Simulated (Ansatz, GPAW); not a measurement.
**Al: programs and potentials compared**

```
CELL_PARAMETERS angstrom
0.00000 2.02481 2.02481
2.02481 0.00000 2.02481
2.02481 2.02481 0.00000
ATOMIC_POSITIONS crystal
Al 0.00000 0.00000 0.00000
```

Alike in all runs: task density of states; functional LDA; k mesh 11 × 11 × 11; occupations methfessel-paxton, width 0.2 eV; no spin polarisation; no spin-orbit coupling. LDA stands for any of its common fits. Pressure is positive in compression and, in plane waves, holds the error of the finite cutoff, which Ansatz's Pulay term estimates and takes out.

```tsv
program and potentials	plane-wave cutoff (eV)	notes	pressure (GPa)
Ansatz, Ansatz PAW	420	potentials made for PBE, which Ansatz adapts in part	?
GPAW, the program's PAW data sets (release 1.2.1) made for this functional	600	-	-3.53
Ansatz, all-electron LAPW, scalar-relativistic	-	-	-3.65
```

**Question.** Estimate from the other rows what the run with Ansatz, Ansatz PAW gave.

**Answer.** Pressure -3.66 GPa. Its pressure holds a Pulay term of +0.07 GPa. The other rows, which needn't bracket it: pressure -3.65 to -3.53.
